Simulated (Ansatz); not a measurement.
Write the native input for Ansatz 0.2.0 that does the following.

```yaml
Task: band structure
Functional: revPBE
Potentials_or_basis: Ansatz PAW
Cutoff: "420 eV (not typed: the program's choice for these potentials)"
k_mesh: 11 × 11 × 6
Occupations: fermi-dirac, width 0.05 eV
Spin: no spin polarisation
Path: "[[\"G\", \"M\", \"K\", \"G\", \"A\", \"L\", \"H\", \"A\"], [\"L\", \"M\"], [\"K\", \"H\"]]"
Points_for_each_segment_of_the_path: 14
```

Crystal: Ru.

```xyz
2
Lattice="2.7058 0.0000 0.0000 -1.3529 2.3433 0.0000 0.0000 0.0000 4.2819" Properties=species:S:1:pos:R:3 pbc="T T T"
Ru    1.3529    0.7811    3.2114
Ru    0.0000    1.5622    1.0705
```

The input as run:

input.yaml

```yaml
crystal:
  lattice:
    - [2.7058, 0.0, 0.0]
    - [-1.3529, 2.3432915376, 0.0]
    - [0.0, 0.0, 4.2819]
  atoms:
    - { symbol: Ru, position: [0.6666666667, 0.3333333333, 0.75] }
    - { symbol: Ru, position: [0.3333333333, 0.6666666667, 0.25] }
hamiltonian:
  xc: revpbe
  pseudopotentials: { kind: paw }
kpoints:
  mp_grid: { grid: [11, 11, 6] }
  band_path:
    path:
      - [[0.0, 0.0, 0.0], [0.5, 0.0, 0.0], [0.3333333333, 0.3333333333, 0.0], [0.0, 0.0, 0.0], [0.0, 0.0, 0.5], [0.5, 0.0, 0.5], [0.3333333333, 0.3333333333, 0.5], [0.0, 0.0, 0.5]]
      - [[0.5, 0.0, 0.5], [0.5, 0.0, 0.0]]
      - [[0.3333333333, 0.3333333333, 0.0], [0.3333333333, 0.3333333333, 0.5]]
    npoints: 14
scf:
  occupations: { method: fermi_dirac, width: 0.05 }
  n_extra_bands: 6
output:
  forces: true
  stress: true
  eigenvalues: true
  fatbands: false
```

Potentials or basis: Ansatz PAW.

Command:

```bash
$ ansatz run input.yaml --threads 2 --pin off --max-ram 5632MiB --backend cpu --events-out ev --progress --plain --runs-dir out
```

Results of the run:

- Pressure: 7.8 GPa
- Band gap on the k mesh: none (metal or under the smearing width)

Caveat: the PAW data sets come from PBE, with cores solved anew for the run's functional, which leaves a small shift of forces and pressure.

Run time: 8.4 s on 2 threads of Intel(R) Xeon(R) Processor @ 2.50GHz (Skylake/Cascade Lake) (shared host), peak memory 0.33 GiB.
